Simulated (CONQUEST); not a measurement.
Sn: equation of state with PBE

The system is Sn.

```
CELL_PARAMETERS angstrom
4.57264 0.00000 0.00000
0.00000 4.57264 0.00000
0.00000 0.00000 6.46669
ATOMIC_POSITIONS crystal
Sn 0.00000 0.50000 0.25000
Sn 0.50000 0.00000 0.75000
Sn 0.00000 0.00000 0.50000
Sn 0.50000 0.50000 0.00000
```

This isn't the form of Sn at room conditions, which is tetragonal (white tin).

```yaml
Program: CONQUEST 1.3
Task: equation of state
Functional: PBE
Potentials_or_basis: PseudoDojo NC PBE, DZ, grid of 48 × 48 × 64 points
k_mesh: 6 × 6 × 4
Occupations: fermi-dirac, width 0.05 eV
Spin: no spin polarisation
```

```json
{
 "Equilibrium volume": "36.61 Å³/atom (rough: see the caveat)",
 "Bulk modulus": "37 GPa (rough)"
}
```

Energy against volume, from the lowest point:
```tsv
volume (Å³/atom)	energy (meV/atom)
31.775	92.43
32.451	65.86
33.127	43.66
33.803	26.31
34.479	14.22
35.155	5.57
35.831	0.00
```

All runs of the series together: 3.8 min on 1 thread of AMD EPYC 7R43 64-Core Processor (Zen 3), on a shared host.

Caveat: the minimum lies outside the volumes run; the atomic basis is small; the basis of atomic orbitals isn't converged, which shifts pressures, moduli and gaps.
